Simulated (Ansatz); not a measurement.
Crystal: Re.

```
CELL_PARAMETERS angstrom
2.76080 0.00000 0.00000
-1.38040 2.39092 0.00000
0.00000 0.00000 4.45820
ATOMIC_POSITIONS crystal
Re 0.66667 0.33333 0.75000
Re 0.33333 0.66667 0.25000
```

Base run:

```yaml
Program: Ansatz 0.2.0
Functional: r2SCAN
Potentials_or_basis: Ansatz PAW
Cutoff: "500 eV (not typed: the program's choice for these potentials)"
k_mesh: 11 × 11 × 6
Occupations: fermi-dirac, width 0.05 eV
Spin: no spin polarisation
```

Its results: band gap on the k mesh none (metal or under the smearing width); pressure -0.4 GPa.

Task: The run is repeated on the same cell with these changes: functional from r2SCAN to LDA; cutoff from 500 eV (not typed: the program's choice for these potentials) to 420 eV (not typed: the program's choice for these potentials). What comes out?

Result: Band gap on the k mesh none (metal or under the smearing width); pressure -10.1 GPa.

Caveats: spin-orbit coupling is left out, which moves the levels of the heavy elements; the PAW data sets come from PBE, with cores solved anew for the run's functional, which leaves a small shift of forces and pressure.
